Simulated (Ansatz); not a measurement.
Cu$_{3}$N, DFT, PBEsol, all-electron PAW with datasets made for the crystal, scalar-relativistic (Ansatz 0.2.0), run on 1 thread of Arm Neoverse V2 on a shared host.

The cell comes from COD entry 1536894, which wasn't checked; take it as a given geometry. The listed cell was then made from it by scaling, straining or moving an atom.

Command: `ansatz run input.yaml --threads 1 --pin off --max-ram 4096MiB --backend cpu --events-out ev --progress --plain --runs-dir out`

```yaml
crystal:
  lattice:
    - [3.73772, 0.0, 0.0]
    - [0.0, 3.73772, 0.0]
    - [0.0, 0.0, 3.814]
  atoms:
    - { symbol: Cu, position: [0.5, 0.0, 0.0] }
    - { symbol: Cu, position: [0.0, 0.5, 0.0] }
    - { symbol: Cu, position: [0.0, 0.0, 0.5] }
    - { symbol: "N", position: [0.0, 0.0, 0.0] }
kpoints:
  mp_grid: { grid: [10, 10, 10] }
scf:
  occupations: { method: fermi_dirac, width: 0.08 }
hamiltonian:
  xc: pbesol
  pseudopotentials: { kind: all_electron, datasets: crystal }
output:
  forces: true
  stress: true
  eigenvalues: true
  efg: { contact_densities: true }
```

**Question.** How large is the problem that the program sets up?

**Answer.** 126 irreducible k-points, 1357 plane waves at Γ, 23 bands.

**Question.** Estimate the wall time and the peak memory.

**Answer.** 53 s of wall time for 12 SCF iterations, with a peak of 1.2 GiB. Times on shared machines scatter by tens of per cent.

**Question.** And the same cell and mesh by PAW with the default files, asked for forces, stress, eigenvalues, efg, on the same hardware?

**Answer.** 14 s, peak memory 0.47 GiB.
